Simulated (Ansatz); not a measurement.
Crystal: InSe.

```
In Se
1.0
     2.00000    1.15470    8.44000
    -2.00000    1.15470    8.44000
     0.00000   -2.30940    8.44000
In Se
2 2
Direct
  0.88860 0.88860 0.88860
  0.00000 0.00000 0.00000
  0.17190 0.17190 0.17190
  0.38350 0.38350 0.38350
```

Base run:

| Item | Value |
| --- | --- |
| Program | Ansatz 0.2.0 |
| Functional | r2SCAN0 form with a typed share of exact exchange |
| Potentials or basis | Ansatz PAW |
| Cutoff | 500 eV (not typed: the program's choice for these potentials) |
| k mesh | 5 × 5 × 5 |
| Occupations | fermi-dirac, width 0.05 eV |
| Spin | no spin polarisation |

Its results: band gap on the k mesh 3.65 eV, direct; pressure -1.0 GPa; largest force 0.418 eV/Å.

Task: After a change of settings the same cell gave: band gap on the k mesh 1.70 eV, direct; pressure 0.7 GPa; largest force 0.185 eV/Å. Which change was it?
A. share of exact exchange from 0.5 to 0.1
B. share of exact exchange from 0.5 to 0.15
C. share of exact exchange from 0.5 to 0
D. share of exact exchange from 0.5 to 0.35

Result: A.

Caveats: odd divisions of the mesh miss points on the zone boundary, where band edges often lie, so the gap on the mesh can be too wide; spin-orbit coupling is left out, which moves the levels of the heavy elements; the PAW data sets come from PBE, with cores solved anew for the run's functional, which leaves a small shift of forces and pressure; the thresholds are loose for stress.
